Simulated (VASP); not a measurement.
Crystal: Al.

```
Al
1.0
     0.00000    2.02481    2.02481
     2.02481    0.00000    2.02481
     2.02481    2.02481    0.00000
Al
1
Direct
  0.00000 0.00000 0.00000
```

| Item | Value |
| --- | --- |
| Program | VASP 6.6.1 |
| Task | relaxation of cell and atoms |
| Functional | PBEsol0 |
| Potentials or basis | VASP PAW PBE potentials, release 64 (Al) |
| Cutoff | 600 eV |
| k mesh | 6 × 6 × 6 |
| Occupations | fermi-dirac, width 0.05 eV |
| Spin | no spin polarisation |

At the start: pressure -2.1 GPa; volume 16.60 Å³/atom.

**Question.** Where does the relaxation end?

**Answer.** Over 3 steps the energy falls by 2.7 meV/atom and the volume is 16.19 Å³/atom (-2.5 %); space group Fm-3m (No. 225, to 0.05 Å).

Step by step:
| step | energy change (eV) | largest force (eV/Å) | pressure (GPa) | volume (Å³) |
| --- | --- | --- | --- | --- |
| 1 | 0.0000 | 0.0000 | -2.05 | 16.60 |
| 2 | -0.0026 | 0.0000 | 0.51 | 16.10 |
| 3 | -0.0027 | 0.0000 | 0.01 | 16.19 |

Final structure:
```
Al
1.0
     0.00000    2.00789    2.00789
     2.00789    0.00000    2.00789
     2.00789    2.00789    0.00000
Al
1
Direct
  0.00000 0.00000 0.00000
```

Caveat: the k mesh is coarse (spacing up to 0.45 Å⁻¹), so the values aren't converged, least of all with exact exchange; the PAW data sets were made with another functional, which shifts forces and pressure a little.
